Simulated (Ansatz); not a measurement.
# Te: the cost of one run

Program: Ansatz 0.2.0. Level of theory: DFT LDA, scalar-relativistic. These are calculated values, not measurements.

**1. The starting structure**

The structure is monoclinic, space group C2/m (No. 12). The conventional cell has a = 8.468 Å, b = 4.742 Å, c = 3.959 Å, α = 90.00°, β = 91.89°, γ = 90.00°. Around Te (site symmetry m) lie 6 Te at 2.99 to 3.25 Å. Te (site symmetry 2/m) has 6 Te at 2.99 to 3.10 Å as nearest neighbours.

Cell or atoms stand a little off a more symmetric structure (R-3m at a tolerance of 0.3 Å), so results at this geometry aren't those of that ideal crystal.

Structure file:

```cif
data_structure
_symmetry_space_group_name_H-M 'C2/m'
_symmetry_Int_Tables_number 12
_cell_length_a 8.4682
_cell_length_b 4.7424
_cell_length_c 3.9595
_cell_angle_alpha 90.000
_cell_angle_beta 91.888
_cell_angle_gamma 90.000
_cell_volume 158.93
loop_
_atom_site_label
_atom_site_type_symbol
_atom_site_symmetry_multiplicity
_atom_site_Wyckoff_symbol
_atom_site_fract_x
_atom_site_fract_y
_atom_site_fract_z
_atom_site_occupancy
Te1 Te 4 i 0.67600 0.00000 0.67500 1
Te2 Te 2 a 0.00000 0.00000 0.00000 1
```

The file gives the conventional cell by its symmetry; the runs use the cell typed in the input.

Atoms are numbered in the order of the input: Te1, Te2, Te3.

**2. The deformed structure**

Space group C2/m before, C2/m after.

**3. All-electron LAPW**

input.yaml

```yaml
crystal:
  lattice:
    - [4.2341, -2.3712, 0.0]
    - [4.2341, 2.3712, 0.0]
    - [-0.13045, 0.0, 3.9177765]
  atoms:
    - { symbol: Te, position: [0.676, 0.676, 0.675] }
    - { symbol: Te, position: [0.324, 0.324, 0.325] }
    - { symbol: Te, position: [0.0, 0.0, 0.0] }
kpoints:
  mp_grid: { grid: [8, 8, 8] }
  band_path:
    path:
      - [0.0, 0.0, 0.0]
      - [-0.3284938063, 0.3284938063, 0.0]
      - [-0.6715061937, -0.3284938063, 0.0]
      - [-0.5, -0.5, 0.0]
      - [0.0, 0.0, 0.0]
      - [-0.5, -0.5, 0.5]
      - [-0.6771491935, -0.3228508065, 0.5]
      - [-0.3228508065, 0.3228508065, 0.5]
      - [0.0, 0.0, 0.5]
    npoints: 5
scf:
  occupations: { method: fermi_dirac, width: 0.05 }
hamiltonian:
  xc: lda
  pseudopotentials: { kind: all_electron, lapw: { basis_error: 0.001 } }
output:
  forces: true
  stress: true
  eigenvalues: true
```

Run with:

```console
$ ansatz run input.yaml --threads 1 --pin off --max-ram 6144MiB --backend cpu --events-out ev --progress --plain --runs-dir out
```

What time and memory should one allow on 1 thread of AMD EPYC 9R45 (Zen 5), shared host?

About 25 s, with a peak of 0.79 GiB.
